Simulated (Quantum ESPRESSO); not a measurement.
## Moving the Hubbard U on Hf d in HfN

```
Hf N
1.0
     0.00000    2.25600    2.25600
     2.25600    0.00000    2.25600
     2.25600    2.25600    0.00000
Hf N
1 1
Direct
  0.00000 0.00000 0.00000
  0.50000 0.50000 0.50000
```

Kept alike: task single point; functional PBEsol; k mesh 10 × 10 × 10; occupations fermi-dirac, width 0.05 eV; no spin polarisation. Program: Quantum ESPRESSO, GBRV 1.5 PBEsol, cutoff 612 eV. The mesh is that of the run's cell of 2 atoms. No spin-orbit coupling.

| Hubbard U on Hf d, U (eV) | pressure (GPa) |
| --- | --- |
| 0 | -2.83 |
| 1 | -1.06 |
| 2 | 0.78 |
| 3 | 2.69 |
| 4 | 4.67 |
| 5 | ? |
| 6 | 8.87 |
| 8 | 13.42 |

Pressure is positive in compression; the values hold the error of the finite cutoff, so their zero can differ a little from the energy's minimum. U acts here on a shell without spin polarisation. For a metal such a mesh leaves the last digits unconverged. How U acts hangs on the program's projectors.

Problem. Fit the rows shown and predict the run at 5 eV.

Solution. A least-squares parabola through the rows shown is pressure = 0.0389 U² + 1.7178 U - 2.821 (largest miss 0.016); at U = 5 it gives 6.74 GPa. The run gave: pressure 6.73 GPa.
